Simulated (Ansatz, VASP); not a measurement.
# P in VASP and in Ansatz

Contents of INCAR:

```
SYSTEM = P
PREC = Accurate
ENCUT = 520
EDIFF = 1E-7
ISMEAR = -1
SIGMA = 0.1
LREAL = .FALSE.
LASPH = .TRUE.
NELM = 150
ALGO = Normal
ISIF = 2
LWAVE = .FALSE.
LCHARG = .FALSE.
MAGMOM = 0 0 0
LORBIT = 11
LSORBIT = .TRUE.
GGA_COMPAT = .FALSE.
LORBMOM = .TRUE.
GGA = PE
NBANDS = 16
```

The input KPOINTS:

```
Automatic mesh
0
G
  14 14 14
  0 0 0
```

File POSCAR:

```
P
1.0
   -1.5264159403      1.5264159403      1.5264159403
    1.5264159403     -1.5264159403      1.5264159403
    1.5264159403      1.5264159403     -1.5264159403
P
1
Direct
    0.0000000000      0.0000000000      0.0000000000
```

Input for Ansatz:

```yaml
crystal:
  lattice:
    - [-1.5264159403, 1.5264159403, 1.5264159403]
    - [1.5264159403, -1.5264159403, 1.5264159403]
    - [1.5264159403, 1.5264159403, -1.5264159403]
  atoms:
    - { symbol: P, position: [0.0, 0.0, 0.0] }
hamiltonian:
  xc: pbe
  pseudopotentials:
    kind: paw_fr
    azcp:
      P: "pseudopotentials/P.paw.azcp"
basis:
  ecutwfc: 420
  fft_grid_basis: typed
kpoints:
  mp_grid: { grid: [14, 14, 14], shift: [0, 0, 0] }
magnetization:
  noncollinear: true
  spin_orbit: true
scf:
  occupations: { method: fermi_dirac, width: 0.1 }
```

Alike in both runs: task single point; functional PBE; k mesh 14 × 14 × 14; occupations fermi-dirac, width 0.1 eV; non-collinear spin, spin-orbit coupling.

|  | VASP | Ansatz |
| --- | --- | --- |
| version | VASP 6.6.1 | Ansatz 0.2.0 |
| potentials or method | VASP PAW PBE potentials, release 64 (P) | plane waves (420 eV) with PAW, fully relativistic with spin-orbit coupling |
| plane-wave cutoff (eV) | 520 | 420 |
| valence electrons in the cell | 5 | 5 |

```tsv
	VASP	Ansatz	Ansatz less VASP
net moment per atom (μB)	0.00	0.00	0.000
```

The functional is the same, so the differences come from potentials, cutoffs and numerics.
